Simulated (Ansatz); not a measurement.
## Zr: the change of pressure with volume per atom

All results are calculated (Ansatz 0.2.0 development build). Equation of state of a cubic crystal from periodic Kohn-Sham density functional theory without spin; pressure corrected for the finite basis.

Cell of the first row (space group Fd-3m, No. 227):
```
CELL_PARAMETERS angstrom
0.00000 3.07640 3.07640
3.07640 0.00000 3.07640
3.07640 3.07640 0.00000
ATOMIC_POSITIONS crystal
Zr 0.00000 0.00000 0.00000
Zr 0.25000 0.25000 0.25000
```

Settings of every row: formula Zr; structure type diamond; functional PBE; spin treatment none; k mesh 30x30x30; occupation method fermi-dirac; occupation width 0.061225619 eV; wave cutoff 420 eV; datasets soft-1 PAW; density cutoff ratio 4.

Limits: a cubic model structure, not a phase known at ambient conditions; no spin polarisation, a magnetic state may lie lower; some atoms lie unusually close (a squeezed, shaken or made-up cell).

| row | volume per atom (Å³) | pressure (GPa) | energy above lowest point (meV/atom) |
| --- | --- | --- | --- |
| 1 | 29.117 | 2.405 | 13.27 |
| 2 | 29.736 | 1.537 | 5.66 |
| 3 | 30.356 | 0.723 | 1.31 |
| 4 | 30.976 | ? | ? |
| 5 | 31.595 | -0.734 | 1.51 |
| 6 | 32.215 | -1.369 | 5.59 |
| 7 | 32.834 | -1.937 | 12.01 |

Question: what pressure should row 4 give?

Worked fit of pressure. Take u = (V_r/V)^(2/3) − 1 with V_r = 30.976 Å³ an atom, which is twice the finite (Eulerian) strain; such expansions in the strain, on which the Birch-Murnaghan equation of state is built, carry the rest volume and the bulk modulus. The shown rows have u = 0.04212, 0.02761, 0.01357, -0.0131, -0.02581, -0.03809. Least squares give pressure = −0.037 + 54.637 × u + 103.08 × u² − 569 × u³ GPa; a parabola predicts inner rows, each left out in turn, worse (root mean square 0.013 against 0.0017 GPa). The rows lie off it by 0.000, -0.001, 0.001, 0.000, 0.000, 0.000. The pressure vanishes at u = 0.0007, or V = 30.94 Å³ an atom, and there the bulk modulus at fixed shape and fractions is B = −V dP/dV = (2/3)(1 + u) dP/du = 36.5 GPa. The withheld row has u = 0, so the fit gives −0.037 + 54.637 × (0) + 103.08 × (0)² − 569 × (0)³ = -0.037 GPa.

The calculation gave -0.035 GPa. The fit lies 0.002 GPa (5.7 % of the value, 0.046 % of the column's range) below it; its largest miss of a shown row is 0.001 GPa.

The other values of row 4: energy above lowest point 0 meV/atom.
